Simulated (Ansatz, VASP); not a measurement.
**Two plane-wave programs on Sn**

INCAR

```
PREC = Accurate
ENCUT = 520
EDIFF = 1E-7
ISMEAR = -1
SIGMA = 0.05
LREAL = F
LASPH = T
NELM = 80
ALGO = Normal
ISIF = 2
LWAVE = F
LCHARG = F
GGA = PE
NBANDS = 13
```

KPOINTS

```
Automatic mesh
0
Gamma
  11 11 11
```

POSCAR

```
Sn
1.0
   -1.7149511408      1.7636302181      2.3226479567
    1.7149511408     -1.7636302181      2.3226479567
    1.7149511408      1.7636302181     -2.3226479567
Sn
1
Direct
    0.0000000000      0.0000000000      0.0000000000
```

input.yaml

```yaml
crystal:
  lattice:
    - [-1.7149511408, 1.7636302181, 2.3226479567]
    - [1.7149511408, -1.7636302181, 2.3226479567]
    - [1.7149511408, 1.7636302181, -2.3226479567]
  atoms:
    - { symbol: Sn, position: [0.0, 0.0, 0.0] }
hamiltonian:
  xc: pbe
  pseudopotentials: { kind: paw }
kpoints:
  mp_grid: { grid: [11, 11, 11] }
scf:
  occupations: { method: fermi_dirac, width: 0.05 }
output:
  forces: true
  stress: true
  eigenvalues: true
```

Change from the starting cell: volume scaled by 0.98.

Alike in both runs: task single point; functional PBE; k mesh 11 × 11 × 11; occupations fermi-dirac, width 0.05 eV; no spin polarisation.

|  | VASP | Ansatz |
| --- | --- | --- |
| version | VASP 6.6.1 | Ansatz 0.2.0 |
| potentials or method | VASP PAW PBE potentials, release 64 (Sn_d) | Ansatz PAW |
| plane-wave cutoff (eV) | 520 | 420 |
| valence electrons in the cell | 14 | 14 |

|  | VASP | Ansatz | Ansatz less VASP |
| --- | --- | --- | --- |
| gap on the k mesh at the Fermi level (eV) | none | none | - |
| pressure (GPa) | -0.2 | -0.1 | +0.07 |
| largest component of the traceless stress (GPa) | 1.05 | 1.05 | +0.002 |

A gap of «none» marks a metal or a gap that the smearing closes. The functional is the same, so the differences come from potentials, cutoffs and numerics.
